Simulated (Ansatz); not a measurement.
**Co: projected DOS by orbital**

```
CELL_PARAMETERS angstrom
2.51900 0.00000 0.00000
-1.25950 2.18152 0.00000
0.00000 0.00000 4.09100
ATOMIC_POSITIONS crystal
Co 0.33333 0.66667 0.25000
Co 0.66667 0.33333 0.75000
```

Atoms are numbered in the order listed.

The cell comes from COD entry 9011615, which wasn't checked; take it as a given geometry. It differs from other determinations.

These are results of DFT, PBE, all-electron LAPW, scalar-relativistic in Ansatz 0.2.0, not measurements.

Sampling and basis: a Γ-centred 19×19×10 k mesh, Fermi–Dirac smearing of 0.05 eV, basis error target 0.5 meV/atom, spin-polarised from start moments Co1 2, Co2 2 μB, ending with a cell moment of 3.29 μB.

States per eV for one atom of each kind, in 0.4 eV bins named by their centres, from the Fermi level, projected on a minimal set of Löwdin-orthogonalised atomic shells; orbitals are real harmonics on the Cartesian axes, equal curves share a column, and empty bins are left out, as is all above 6.6 eV, near the top of the computed bands.

Co1 3d:

```
# E all all_up all_dn dz2_up dz2_dn dxz_up=dyz_up dxz_dn=dyz_dn dx2-y2_up=dxy_up dx2-y2_dn=dxy_dn
-6.7 0.01 0.00 0.00 0.00 0.00 0.00 0.00 0.00 0.00
-6.3 0.01 0.01 0.00 0.00 0.00 0.00 0.00 0.00 0.00
-5.9 0.02 0.02 0.01 0.00 0.00 0.00 0.00 0.00 0.00
-5.5 0.05 0.04 0.01 0.01 0.00 0.01 0.00 0.01 0.00
-5.1 0.20 0.18 0.02 0.03 0.00 0.04 0.00 0.03 0.00
-4.7 0.49 0.45 0.04 0.08 0.01 0.09 0.01 0.09 0.01
-4.3 0.87 0.79 0.08 0.15 0.02 0.17 0.02 0.14 0.02
-3.9 0.99 0.76 0.23 0.18 0.04 0.16 0.05 0.13 0.05
-3.5 1.35 1.03 0.32 0.24 0.05 0.15 0.07 0.25 0.07
-3.1 1.20 0.68 0.52 0.16 0.09 0.09 0.12 0.17 0.09
-2.7 2.04 1.44 0.60 0.35 0.12 0.32 0.13 0.23 0.11
-2.3 2.37 1.56 0.80 0.25 0.23 0.35 0.11 0.31 0.18
-1.9 1.77 1.06 0.71 0.16 0.17 0.23 0.08 0.22 0.19
-1.5 1.51 0.93 0.58 0.15 0.16 0.20 0.10 0.19 0.11
-1.1 2.54 1.32 1.22 0.26 0.32 0.27 0.26 0.26 0.19
-0.7 2.86 1.51 1.34 0.33 0.20 0.29 0.29 0.30 0.28
-0.3 1.02 0.13 0.89 0.02 0.10 0.03 0.20 0.03 0.19
0.1 0.82 0.09 0.73 0.02 0.10 0.02 0.17 0.02 0.14
0.5 0.87 0.08 0.79 0.02 0.13 0.01 0.16 0.02 0.17
0.9 1.45 0.06 1.39 0.01 0.28 0.01 0.30 0.01 0.26
1.3 1.28 0.05 1.23 0.01 0.26 0.01 0.24 0.01 0.25
1.7 0.22 0.04 0.18 0.01 0.04 0.01 0.03 0.01 0.04
2.1 0.17 0.03 0.14 0.01 0.03 0.01 0.02 0.01 0.03
2.5 0.13 0.02 0.10 0.00 0.02 0.00 0.02 0.01 0.02
2.9 0.10 0.02 0.07 0.00 0.01 0.00 0.01 0.00 0.02
3.3 0.08 0.02 0.06 0.01 0.01 0.00 0.01 0.00 0.01
3.7 0.06 0.02 0.05 0.00 0.01 0.00 0.01 0.00 0.01
4.1 0.05 0.01 0.04 0.00 0.01 0.00 0.01 0.00 0.01
4.5 0.04 0.01 0.03 0.00 0.01 0.00 0.00 0.00 0.01
4.9 0.03 0.01 0.03 0.00 0.01 0.00 0.00 0.00 0.01
5.3 0.03 0.01 0.02 0.00 0.01 0.00 0.00 0.00 0.00
5.7 0.02 0.00 0.01 0.00 0.00 0.00 0.00 0.00 0.00
6.1 0.01 0.00 0.01 0.00 0.00 0.00 0.00 0.00 0.00
6.5 0.01 0.00 0.00 0.00 0.00 0.00 0.00 0.00 0.00
```

Co1 4s:

```
# E all all_up all_dn
-8.7 0.02 0.01 0.01
-8.3 0.05 0.02 0.02
-7.9 0.06 0.03 0.03
-7.5 0.08 0.04 0.04
-7.1 0.10 0.05 0.05
-6.7 0.11 0.06 0.06
-6.3 0.13 0.07 0.06
-5.9 0.15 0.08 0.07
-5.5 0.18 0.10 0.08
-5.1 0.22 0.13 0.09
-4.7 0.24 0.14 0.10
-4.3 0.21 0.09 0.12
-3.9 0.18 0.04 0.14
-3.5 0.14 0.03 0.11
-3.1 0.10 0.02 0.07
-2.7 0.06 0.04 0.03
-2.3 0.07 0.04 0.03
-1.9 0.06 0.03 0.03
-1.5 0.03 0.02 0.01
-1.1 0.04 0.01 0.03
-0.7 0.07 0.03 0.04
-0.3 0.06 0.04 0.02
0.1 0.06 0.05 0.01
0.5 0.06 0.06 0.01
0.9 0.07 0.06 0.01
1.3 0.08 0.06 0.03
1.7 0.09 0.05 0.04
2.1 0.09 0.05 0.05
2.5 0.09 0.04 0.05
2.9 0.08 0.04 0.04
3.3 0.08 0.04 0.04
3.7 0.07 0.04 0.04
4.1 0.07 0.03 0.04
4.5 0.06 0.03 0.03
4.9 0.05 0.02 0.03
5.3 0.04 0.02 0.02
5.7 0.02 0.01 0.02
6.1 0.03 0.01 0.01
6.5 0.03 0.02 0.01
```
